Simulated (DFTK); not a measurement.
Write the native input for DFTK 0.8.2 that does the following.

```yaml
Task: single point
Functional: BLYP
Potentials_or_basis: SG15 1.2 (PBE)
Cutoff: 1225 eV
k_mesh: 12 × 12 × 12
Occupations: fermi-dirac, width 0.05 eV
Spin: no spin polarisation
Valence_electrons: Ge 14
SCF_tolerance_on_the_density: 1e-06
```

The system is Ge.

```
CELL_PARAMETERS angstrom
-1.60842 1.60842 1.87318
1.60842 -1.60842 1.87318
1.60842 1.60842 -1.87318
ATOMIC_POSITIONS crystal
Ge 0.50000 0.50000 0.00000
```

The cell was built by a generator and needn't be a form met in nature.

These files were run (other wordings do the same):

run.jl

```julia
using DFTK
using PseudoPotentialData
using Unitful, UnitfulAtomic
using LinearAlgebra, Printf
include("save.jl")
disable_threading()

# lattice vectors are the columns
lattice = austrip(1u"Å") * [      -1.60842        1.60842        1.60842;
                  1.60842       -1.60842        1.60842;
                  1.87318        1.87318       -1.87318]
symbols   = [:Ge]
positions = [[0.5, 0.5, 0.0]]
pseudopotentials = Dict(:Ge => "Ge.upf")
elements = Dict(s => ElementPsp(s, pseudopotentials; rcut=10.0) for s in unique(symbols))
atoms    = [elements[s] for s in symbols]

build_model(lattice, positions; symmetries=true) =
    model_DFT(lattice, atoms, positions;
              functionals=[:gga_x_b88, :gga_c_lyp],
              temperature=austrip(0.05u"eV"),
              smearing=Smearing.FermiDirac(),
              symmetries)
Ecut  = 45.0  # hartree
kgrid = [12, 12, 12]
tol   = 1e-6
to_GPa = ustrip(uconvert(u"GPa", 1u"hartree/bohr^3"))

model = build_model(lattice, positions)
basis = PlaneWaveBasis(model; Ecut, kgrid)
display(basis)
scfres = self_consistent_field(basis;
                               tol,
                               nbandsalg=AdaptiveBands(model; n_bands_converge=12))
display(scfres.energies)
@printf "Fermi level: %.6f eV\n" ustrip(auconvert(u"eV", something(scfres.εF, NaN)))
forces = compute_forces_cart(scfres)
println("Forces (eV/Å)")
for (s, f) in zip(symbols, forces)
    @printf "%-3s %12.6f %12.6f %12.6f\n" s ustrip.(auconvert.(u"eV/Å", f))...
end
stress = compute_stresses_cart(scfres)
println("Stress (GPa)")
display(round.(stress * to_GPa; digits=4))
println("Levels at the first k-point (eV): ", round.(ustrip.(auconvert.(u"eV", scfres.eigenvalues[1][1:scfres.n_bands_converge])); digits=4))
save_scf!(scfres; forces, stress)
```

Potentials or basis: SG15 1.2 (PBE).

The run is started by

```sh
$ julia --threads=1 run.jl  # save.jl only writes the numbers to a file and isn't shown; printed stress counts tension as positive; times include loading and compiling
```

Results of the run:

```yaml
Pressure: 5.6 GPa
Band_gap_on_the_k_mesh: none (metal or under the smearing width)
```

Caveat: the potentials were made for another functional, which shifts forces and pressure.

Run time: 5.9 min on 1 thread of Intel(R) Xeon(R) Platinum 8259CL CPU @ 2.50GHz (Skylake/Cascade Lake), on a shared host, peak memory 2 GiB.
